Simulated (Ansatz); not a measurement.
Start from Li3N (space group P6/mmm, No. 191; a = 3.607 Å, c = 3.845 Å).

Level of theory: Ansatz (an electronic-structure program) PBEsol, scalar-relativistic without spin-orbit coupling.

Before the change:

The band gap is 1.09 eV. The smallest direct gap is 1.29 eV, the shortest interatomic distance is 1.922 Å and the gap character comes out as indirect, A → Γ.

One thing is altered: cell and atoms relaxed at a pressure of 1.5 GPa.

Q: Predict the new band gap.

A: The band gap goes up by 0.016 eV (1.09 eV → 1.10 eV).

Q: How does this affect the smallest direct gap?

A: The smallest direct gap grows by 0.08 eV, from 1.29 eV to 1.37 eV.

Q: How does this affect the shortest interatomic distance?

A: The shortest interatomic distance shrinks by 0.017 Å, from 1.922 Å to 1.905 Å.

Q: What does the calculation give for the gap character after the change?

A: The gap character changes from indirect, A → Γ to indirect, A → L.

Load acts through the strain it causes; cell and atoms are relaxed under it. Whether these cells are dynamically stable was not tested.
